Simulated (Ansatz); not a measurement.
Cu Kα1 powder pattern (kinematic, no thermal factors).
```
2θ (°)  relative intensity  assignment
 38.56                 100       1 1 1
 44.82                  48       2 0 0
 65.25                  31       2 2 0
 78.43                  36       3 1 1
 82.65                  10       2 2 2
```

The pattern is computed from a structure relaxed with DFT PBE, scalar-relativistic, plane waves, PAW (Ansatz). No spin polarisation. Its elements are Al.

Problem. Give the structure.

Solution. Al.
Space group Fm-3m (No. 225). a = 4.041 Å, b = 4.041 Å, c = 4.041 Å, α = 90.00°, β = 90.00°, γ = 90.00°
```tsv
atom	site	symmetry	x	y	z
Al	4a	m-3m	0.5000	0.5000	0.0000
```

A pattern alone doesn't exclude other cells with like lines; this is the one computed.

The cell was reached from a generator's guess, though it ends in a space group that the Crystallography Open Database lists for this formula.
